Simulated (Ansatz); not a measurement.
Steps from a short run of molecular dynamics on a 2×2×1 supercell (16 atoms) of GaAs (NiAs type), relaxed with r2SCAN; forces from PBE in the plane-wave code Ansatz, 3×3×3 mesh, Fermi-Dirac smearing of 0.052 eV, a Langevin thermostat at fixed volume, set at 600 K. Computed, non-magnetic; the trajectory is short and the cell small, so nothing here is a converged average. The structure comes from a prototype and may be hypothetical.

Cell vectors in Å:
```
 7.4643  0.0000  0.0000
-3.7322  6.4643  0.0000
 0.0000  0.0000  6.3328
```

Task: At 4 fs the positions in Å are
```
Ga   0.010   0.017   0.002
Ga  -0.004   0.011   3.158
As   0.001   2.152   1.588
As   1.856   1.080   4.755
Ga  -1.874   3.226  -0.001
Ga  -1.874   3.219   3.141
As  -1.881   5.378   1.596
As  -0.004   4.296   4.756
Ga   3.715  -0.009  -0.002
Ga   3.747   0.000   3.162
As   3.751   2.149   1.583
As   5.610   1.082   4.760
Ga   1.871   3.228  -0.017
Ga   1.854   3.236   3.159
As   1.863   5.408   1.591
As   3.744   4.326   4.757
```
What are the forces, and how far does the free energy (smearing included) lie above that of step 0, with the atoms on their sites?

Result: 0.7 meV an atom; forces in eV/Å:
```
Ga  -0.039  -0.060   0.003
Ga   0.005  -0.026   0.047
As   0.049   0.060  -0.035
As   0.109  -0.010  -0.062
Ga   0.032   0.032  -0.034
Ga   0.023   0.034   0.134
As   0.079   0.047  -0.014
As  -0.024   0.052  -0.018
Ga   0.026  -0.010  -0.019
Ga  -0.074  -0.010   0.065
As  -0.170   0.002  -0.003
As  -0.069  -0.023  -0.012
Ga   0.025   0.060   0.073
Ga   0.086   0.021  -0.017
As   0.012  -0.119  -0.064
As  -0.071  -0.052  -0.044
```

Task: At 10 fs the positions in Å are
```
Ga   0.022   0.046   0.003
Ga  -0.010   0.029   3.147
As   0.002   2.155   1.593
As   1.845   1.084   4.762
Ga  -1.881   3.221  -0.005
Ga  -1.885   3.203   3.104
As  -1.902   5.364   1.612
As  -0.011   4.287   4.766
Ga   3.697  -0.023   0.002
Ga   3.768  -0.006   3.154
As   3.782   2.141   1.580
As   5.629   1.088   4.775
Ga   1.882   3.223  -0.038
Ga   1.829   3.242   3.149
As   1.861   5.445   1.608
As   3.754   4.345   4.770
```
What are the forces, and how far does the free energy (smearing included) lie above that of step 0, with the atoms on their sites?

Result: 4.6 meV an atom; forces in eV/Å:
```
Ga  -0.069  -0.162   0.021
Ga   0.033  -0.061   0.120
As   0.134   0.131  -0.088
As   0.260  -0.029  -0.149
Ga   0.058   0.070  -0.098
Ga   0.062   0.074   0.364
As   0.171   0.152  -0.042
As  -0.041   0.092  -0.028
Ga   0.047  -0.005  -0.062
Ga  -0.198   0.016   0.176
As  -0.439  -0.019  -0.004
As  -0.185  -0.026  -0.057
Ga   0.044   0.141   0.162
Ga   0.225   0.048  -0.041
As   0.043  -0.312  -0.168
As  -0.146  -0.109  -0.106
```

Task: At 14 fs the positions in Å are
```
Ga   0.030   0.066   0.003
Ga  -0.015   0.038   3.141
As   0.000   2.157   1.593
As   1.839   1.081   4.764
Ga  -1.884   3.218  -0.010
Ga  -1.900   3.194   3.083
As  -1.917   5.355   1.621
As  -0.010   4.283   4.771
Ga   3.685  -0.027   0.005
Ga   3.784  -0.005   3.149
As   3.806   2.135   1.577
As   5.648   1.087   4.786
Ga   1.891   3.217  -0.050
Ga   1.811   3.243   3.146
As   1.864   5.472   1.622
As   3.759   4.358   4.780
```
What are the forces, and how far does the free energy (smearing included) lie above that of step 0, with the atoms on their sites?

Result: 9.2 meV an atom; forces in eV/Å:
```
Ga  -0.080  -0.240   0.051
Ga   0.070  -0.074   0.158
As   0.192   0.187  -0.099
As   0.361  -0.013  -0.204
Ga   0.085   0.105  -0.141
Ga   0.137   0.117   0.521
As   0.241   0.212  -0.056
As  -0.064   0.120  -0.026
Ga   0.069  -0.030  -0.089
Ga  -0.297   0.016   0.259
As  -0.643  -0.044  -0.028
As  -0.285   0.001  -0.094
Ga   0.047   0.186   0.207
Ga   0.303   0.070  -0.066
As   0.052  -0.459  -0.255
As  -0.189  -0.153  -0.138
```

Task: At 18 fs the positions in Å are
```
Ga   0.038   0.083   0.005
Ga  -0.019   0.047   3.136
As  -0.001   2.158   1.595
As   1.831   1.077   4.765
Ga  -1.888   3.219  -0.018
Ga  -1.921   3.186   3.064
As  -1.929   5.347   1.627
As  -0.007   4.281   4.776
Ga   3.673  -0.028   0.009
Ga   3.797   0.001   3.144
As   3.830   2.129   1.571
As   5.669   1.081   4.793
Ga   1.895   3.215  -0.060
Ga   1.797   3.246   3.144
As   1.867   5.499   1.637
As   3.766   4.367   4.792
```
What are the forces, and how far does the free energy (smearing included) lie above that of step 0, with the atoms on their sites?

Result: 15.1 meV an atom; forces in eV/Å:
```
Ga  -0.096  -0.309   0.089
Ga   0.123  -0.095   0.190
As   0.230   0.255  -0.115
As   0.466   0.018  -0.256
Ga   0.133   0.115  -0.180
Ga   0.248   0.165   0.676
As   0.300   0.273  -0.054
As  -0.091   0.151  -0.024
Ga   0.097  -0.066  -0.120
Ga  -0.395   0.002   0.344
As  -0.857  -0.078  -0.075
As  -0.394   0.053  -0.107
Ga   0.053   0.212   0.246
Ga   0.364   0.092  -0.089
As   0.056  -0.603  -0.345
As  -0.238  -0.185  -0.179
```

Task: At 20 fs the positions in Å are
```
Ga   0.042   0.090   0.006
Ga  -0.019   0.053   3.133
As  -0.002   2.159   1.596
As   1.826   1.076   4.766
Ga  -1.890   3.219  -0.022
Ga  -1.931   3.182   3.055
As  -1.936   5.344   1.630
As  -0.006   4.279   4.778
Ga   3.666  -0.029   0.010
Ga   3.803   0.006   3.142
As   3.843   2.124   1.568
As   5.681   1.079   4.794
Ga   1.897   3.216  -0.065
Ga   1.791   3.246   3.143
As   1.870   5.511   1.644
As   3.770   4.370   4.797
```
What are the forces, and how far does the free energy (smearing included) lie above that of step 0, with the atoms on their sites?

Result: 18.7 meV an atom; forces in eV/Å:
```
Ga  -0.105  -0.339   0.105
Ga   0.142  -0.107   0.212
As   0.254   0.287  -0.128
As   0.521   0.031  -0.275
Ga   0.159   0.116  -0.200
Ga   0.306   0.194   0.758
As   0.336   0.301  -0.056
As  -0.102   0.176  -0.023
Ga   0.112  -0.083  -0.137
Ga  -0.437  -0.012   0.386
As  -0.970  -0.100  -0.110
As  -0.450   0.072  -0.111
Ga   0.059   0.219   0.264
Ga   0.392   0.106  -0.100
As   0.047  -0.667  -0.384
As  -0.266  -0.195  -0.201
```

Task: At 32 fs the positions in Å are
```
Ga   0.059   0.130   0.015
Ga  -0.015   0.082   3.109
As  -0.013   2.153   1.600
As   1.792   1.084   4.765
Ga  -1.891   3.219  -0.042
Ga  -1.985   3.142   2.999
As  -1.968   5.327   1.654
As  -0.019   4.276   4.781
Ga   3.625  -0.041   0.027
Ga   3.819   0.011   3.136
As   3.909   2.108   1.546
As   5.733   1.058   4.804
Ga   1.911   3.217  -0.087
Ga   1.749   3.249   3.134
As   1.901   5.569   1.675
As   3.800   4.380   4.841
```
What are the forces, and how far does the free energy (smearing included) lie above that of step 0, with the atoms on their sites?

Result: 44.6 meV an atom; forces in eV/Å:
```
Ga  -0.112  -0.546   0.150
Ga   0.248  -0.193   0.440
As   0.389   0.564  -0.213
As   0.823   0.070  -0.352
Ga   0.293   0.097  -0.315
Ga   0.706   0.473   1.347
As   0.510   0.418  -0.085
As  -0.046   0.242   0.040
Ga   0.178  -0.157  -0.233
Ga  -0.585  -0.031   0.537
As  -1.686  -0.413  -0.391
As  -0.749   0.184  -0.175
Ga   0.035   0.294   0.312
Ga   0.529   0.200  -0.131
As  -0.133  -1.006  -0.553
As  -0.399  -0.197  -0.379
```
